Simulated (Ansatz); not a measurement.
BeTe:

```
Te Be
1.0
     0.00000    2.77000    2.77000
     2.77000    0.00000    2.77000
     2.77000    2.77000    0.00000
Te Be
1 1
Direct
  0.75000 0.75000 0.75000
  0.00000 0.00000 0.00000
```

```yaml
Program: Ansatz 0.2.0
Task: relaxation of cell and atoms
Functional: PBEsol
Potentials_or_basis: all-electron LAPW, scalar-relativistic
Basis_error_allowed: 0.001 eV/atom
k_mesh: 8 × 8 × 8
Occupations: fermi-dirac, width 0.05 eV
Spin: no spin polarisation
```

At the start: volume 21.25 Å³/atom.

Task: How do energy, volume and symmetry change on relaxing?

Result: Over 4 steps the energy falls by 5.1 meV/atom and the volume is 22.02 Å³/atom (+3.6 %); space group F-43m (No. 216, to 0.05 Å).

The path:
```
step  energy change (eV)  largest force (eV/Å)  volume (Å³)
   1              0.0000                0.0000        42.51
   2             -0.0094                0.0000        44.48
   3             -0.0103                0.0000        44.04
   4             -0.0103                0.0000        44.04
```

Final structure:
```
Te Be
1.0
     0.00000    2.80286    2.80286
     2.80286    0.00000    2.80286
     2.80286    2.80286    0.00000
Te Be
1 1
Cartesian
  4.2043 4.2043 4.2043
  0.0000 0.0000 0.0000
```
